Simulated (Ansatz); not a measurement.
# ZrSi₂: from a trial structure to a relaxed crystal

Computed with DFT r2SCAN, scalar-relativistic, plane waves, PAW in Ansatz 0.2.0. Cutoff 500 eV, Γ-centred k mesh, Gaussian smearing, no spin polarisation in the final step.

ZrSi₂ was placed on the rutile structure type (P4_2/mnm, No. 136), with Zr in place of Ti, Si in place of O, at a guessed volume.

```yaml
crystal:
  lattice:
    - [5.43619, 0.00000, 0.00000]
    - [0.00000, 5.43619, 0.00000]
    - [0.00000, 0.00000, 3.50146]
  atoms:
    - { symbol: Zr, position: [0.00000, 0.00000, 0.00000] }
    - { symbol: Zr, position: [0.50000, 0.50000, 0.50000] }
    - { symbol: Si, position: [0.30600, 0.30600, 0.00000] }
    - { symbol: Si, position: [0.19400, 0.80600, 0.50000] }
    - { symbol: Si, position: [0.69400, 0.69400, 0.00000] }
    - { symbol: Si, position: [0.80600, 0.19400, 0.50000] }
```

Cell and atoms relax at zero pressure; the relaxation can't lower the symmetry of the start. After a coarse first stage the cell is made exact in the group found at 0.06 Å.

Energies over the elements count from the elements' standard structures at the same level, with no empirical corrections.

(1) Describe the relaxed structure.

(2) What are its volume, energy, density and gap?

Answers

(1) It keeps P4_2/mnm (No. 136), but not the shape of the type it started on. Conventional cell: a = 7.244 Å, c = 2.715 Å. Zr is coordinated by 6 Si at 2.71–2.77 Å and 2 Zr at 2.71 Å; around Si lie 3 Zr at 2.71–2.77 Å and 2 Si at 2.71 Å.

```xyz
6
Lattice="7.2443 0.0000 0.0000 0.0000 7.2443 0.0000 0.0000 0.0000 2.7150" Properties=species:S:1:pos:R:3 pbc="T T T"
Zr    0.0000    0.0000    0.0000
Zr    3.6221    3.6221    1.3575
Si    1.9143    1.9143    0.0000
Si    1.7078    5.5365    1.3575
Si    5.3300    5.3300    0.0000
Si    5.5365    1.7078    1.3575
```

(2) The volume per atom is 23.75 Å³, the density is 3.44 g/cm³ and the energy over the elements is 0.51 eV/atom. The gap on the 6×6×14 mesh is 0 eV (a metal).

The final run used a 6×6×14 mesh on its 6-atom cell and 0.10 eV smearing. For metals, differences of a few meV/atom aren't resolved. A structure relaxed within its symmetry needn't be a true minimum. The steps took about 4 core-minutes in all.